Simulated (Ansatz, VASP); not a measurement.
# MgB2 in VASP and in Ansatz

Contents of INCAR:

```
SYSTEM = MgB2
  ALGO = Normal
  EDIFF = 1E-7
  ENCUT = 520
  GGA = PS
  ISIF = 2
  ISMEAR = -1
  LASPH = .TRUE.
  LCHARG = .TRUE.
  LELF = .TRUE.
  LREAL = .FALSE.
  LVHAR = .TRUE.
  LWAVE = .FALSE.
  NBANDS = 11
  NELM = 80
  PREC = Accurate
  SIGMA = 0.05
```

The input KPOINTS:

```
k-points
0
G
  10 10 8
  0 0 0
```

File POSCAR:

```
MgB2
1.0
    3.0850000000      0.0000000000      0.0000000000
   -1.5425000000      2.6716883707      0.0000000000
    0.0000000000      0.0000000000      3.5230000000
Mg B
1 2
Direct
    0.0000000000      0.0000000000      0.0000000000
    0.6666666667      0.3333333333      0.5000000000
    0.3333333333      0.6666666667      0.5000000000
```

Contents of input.yaml:

```yaml
crystal:
  lattice:
    - [3.085, 0.0, 0.0]
    - [-1.5425, 2.6716883707, 0.0]
    - [0.0, 0.0, 3.523]
  atoms:
    - { symbol: Mg, position: [0.0, 0.0, 0.0] }
    - { symbol: B, position: [0.6666666667, 0.3333333333, 0.5] }
    - { symbol: B, position: [0.3333333333, 0.6666666667, 0.5] }
hamiltonian:
  xc: pbesol
  pseudopotentials: { kind: paw }
kpoints:
  mp_grid: { grid: [10, 10, 8] }
scf:
  occupations: { method: fermi_dirac, width: 0.05 }
output:
  forces: true
  stress: true
  eigenvalues: true
  write_density: true
  write_potential: true
  elf: true
  volumetric_format: npy
```

Alike in both runs: task single point; functional PBEsol; k mesh 10 × 10 × 8; occupations fermi-dirac, width 0.05 eV; no spin polarisation.

```csv
,VASP,Ansatz
version,VASP 6.6.1,Ansatz 0.2.0
potentials or method,"VASP PAW PBE potentials, release 64 (Mg, B)",Ansatz PAW
plane-wave cutoff (eV),520,420
valence electrons in the cell,8,16
```

Ansatz gave:

| Item | Value |
| --- | --- |
| gap on the k mesh at the Fermi level (eV) | none |
| pressure (GPa) | -3.0 |
| largest component of the traceless stress (GPa) | 0.12 |

**Question.** Which values does VASP return?

**Answer.** gap on the k mesh at the Fermi level (eV): none; pressure (GPa): -3.0; largest component of the traceless stress (GPa): 0.26.

A gap of «none» marks a metal or a gap that the smearing closes. The functional is the same, so the differences come from potentials, cutoffs and numerics. The two sets of potentials don't hold the same shells in valence.

Caveats: the PAW data sets were made with another functional, which shifts forces and pressure a little (VASP); the PAW data sets come from PBE, with cores solved anew for the run's functional, which leaves a small shift of forces and pressure (Ansatz).
